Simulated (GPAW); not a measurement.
# AlFe3 in GPAW: convergence with basis set

Input of the first run (basis set lcao:sz(dzp)); the others differ in this setting and in those tied to it:

Contents of run.py:

```python
from ase import Atoms
from ase.dft.bandgap import bandgap
from ase.io import write
from gpaw import GPAW

atoms = Atoms(['Fe', 'Fe', 'Fe', 'Al'],
              cell=[[0.0, 2.8871421494, 2.8871421494],
                    [2.8871421494, 0.0, 2.8871421494],
                    [2.8871421494, 2.8871421494, 0.0]],
              scaled_positions=[[0.75, 0.75, 0.75],
                                [0.25, 0.25, 0.25],
                                [0.5, 0.5, 0.5],
                                [0.0, 0.0, 0.0]],
              pbc=True)
atoms.set_initial_magnetic_moments([3.0, 3.0, 3.0, 0.0])

calc = GPAW(mode='lcao',
            h=0.16,
            basis='sz(dzp)',
            xc='LDA',
            kpts={'size': (6, 6, 6), 'gamma': True},
            occupations={'name': 'fermi-dirac', 'width': 0.05},
            convergence={'density': 1e-05, 'energy': 1e-05},
            maxiter=100,
            txt='gpaw.txt')
atoms.calc = calc
energy = atoms.get_potential_energy()
forces = atoms.get_forces()
calc.write('gs.gpw')
write('result.traj', atoms)
print(f'Energy: {energy:.6f} eV')
print('Forces (eV/A):')
print(forces.round(4))
print('Moments:', calc.get_magnetic_moments().round(3))
print('Fermi level:', round(calc.get_fermi_level(), 4), 'eV')
print(f'Gap: {bandgap(calc)[0]:.4f} eV, direct: {bandgap(calc, direct=True)[0]:.4f} eV')
```

Potentials or basis: the program's PAW data sets (release 1.2.1) made for this functional, lcao:sz(dzp).

Run with:

```sh
$ OMP_NUM_THREADS=1 python run.py
```

The cell comes from a database or a generator and needn't be the stable form of this composition.

Hardware: 1 thread of Arm Neoverse V2, on a shared host.

Problem. The values tried are lcao:sz(dzp), lcao:szp(dzp), lcao:dz(dzp), lcao:dzp, fd, pw, loosest first. From which on does the largest site moment stay within 0.02 μB of the tightest run that finished?

Solution. From fd on.

| basis set | energy less the tightest run, at zero smearing (meV/atom) | largest site moment (μB) | SCF cycles | CPU time (s) | peak memory (GiB) |
| --- | --- | --- | --- | --- | --- |
| lcao:sz(dzp) | 2434.97 | 2.21 | 17 | 72 | 0.2 |
| lcao:szp(dzp) | 814.28 | 2.17 | 15 | 250 | 0.23 |
| lcao:dz(dzp) | 660.11 | 2.35 | 15 | 93 | 0.22 |
| lcao:dzp | 266.13 | 2.34 | 16 | 320 | 0.26 |
| fd | -74.49 | 2.38 | 24 | 180 | 0.35 |
| pw | 0.00 | 2.37 | 15 | 41 | 0.19 |

Not settled before the last step: the energy (to 1 meV/atom). The tightest run that finished is the yardstick and may itself not be fully converged.
